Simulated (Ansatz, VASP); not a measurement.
SnSe2: VASP beside Ansatz

The input INCAR:

```
PREC = Accurate
ENCUT = 520
EDIFF = 1E-8
ISMEAR = -1
SIGMA = 0.03
LREAL = False
LASPH = True
NELM = 100
ALGO = Normal
ISIF = 2
LWAVE = False
LCHARG = False
GGA = PE
LEFG = True
NBANDS = 20
```

Contents of KPOINTS:

```
regular mesh
0
Gamma
  7 7 4
```

File POSCAR:

```
SnSe2
1.0
    3.8109987816      0.0000000000      0.0000000000
   -1.9054993908      3.3004217586      0.0000000000
    0.0000000000      0.0000000000      6.1370000000
Sn Se
1 2
Direct
    0.0000000000      0.0000000000      0.0000000000
    0.3333333333      0.6666666667      0.2500000000
    0.6666666667      0.3333333333      0.7500000000
```

Input for Ansatz:

```yaml
crystal:
  lattice:
    - [3.8109987816, 0.0, 0.0]
    - [-1.9054993908, 3.3004217586, 0.0]
    - [0.0, 0.0, 6.137]
  atoms:
    - { symbol: Sn, position: [0.0, 0.0, 0.0] }
    - { symbol: Se, position: [0.3333333333, 0.6666666667, 0.25] }
    - { symbol: Se, position: [0.6666666667, 0.3333333333, 0.75] }
kpoints:
  mp_grid: { grid: [7, 7, 4] }
  band_path:
    path:
      - [0.0, 0.0, 0.0]
      - [0.5, 0.0, 0.0]
      - [0.3333333333, 0.3333333333, 0.0]
      - [0.0, 0.0, 0.0]
      - [0.0, 0.0, 0.5]
      - [0.5, 0.0, 0.5]
      - [0.3333333333, 0.3333333333, 0.5]
      - [0.0, 0.0, 0.5]
      - [0.5, 0.0, 0.5]
    npoints: 8
scf:
  occupations: { method: fermi_dirac, width: 0.03 }
hamiltonian:
  xc: pbe
  pseudopotentials: { kind: paw }
output:
  forces: true
  stress: true
  eigenvalues: true
  efg: { contact_densities: true }
  populations: true
  bader: true
  dos: { projected: true, de: 0.2, e_range: [-14, 8] }
```

Alike in both runs: task electric field gradients; functional PBE; k mesh 7 × 7 × 4; occupations fermi-dirac, width 0.03 eV; no spin polarisation.

|  | VASP | Ansatz |
| --- | --- | --- |
| version | VASP 6.6.1 | Ansatz 0.2.0 |
| potentials or method | VASP PAW PBE potentials, release 64 (Sn_d, Se) | PAW with Ansatz's default frozen-core files, scalar-relativistic |
| plane-wave cutoff (eV) | 520 | 420 |
| valence electrons in the cell | 26 | 46 |

Ansatz gave:

* pressure (GPa): 5.3
* largest component of the traceless stress (GPa): 0.86
* rms of the force components (eV/Å): 0.338
* Vzz of the field gradient on the site that differs most (V/Å²): -94.2

Q: What did VASP give for the same quantities?

A: Pressure (GPa): 5.4; largest component of the traceless stress (GPa): 0.86; rms of the force components (eV/Å): 0.345; Vzz of the field gradient on the site that differs most (V/Å²): -91.6.

Atom by atom the forces differ by 0.008 eV/Å (rms over components). The functional is the same, so the differences come from potentials, cutoffs and numerics. The two sets of potentials don't hold the same shells in valence. Ansatz warned: «gradients_without_spin_orbit».

Caveats: spin-orbit coupling is left out, which moves the levels of the heavy elements; an odd mesh through Γ misses points on the zone boundary, where band edges often lie; the cell's inner coordinates are idealised or old, which leaves forces on the atoms; this functional lacks dispersion, which binds the layers, so the pressure and a relaxed spacing across them are unreliable.
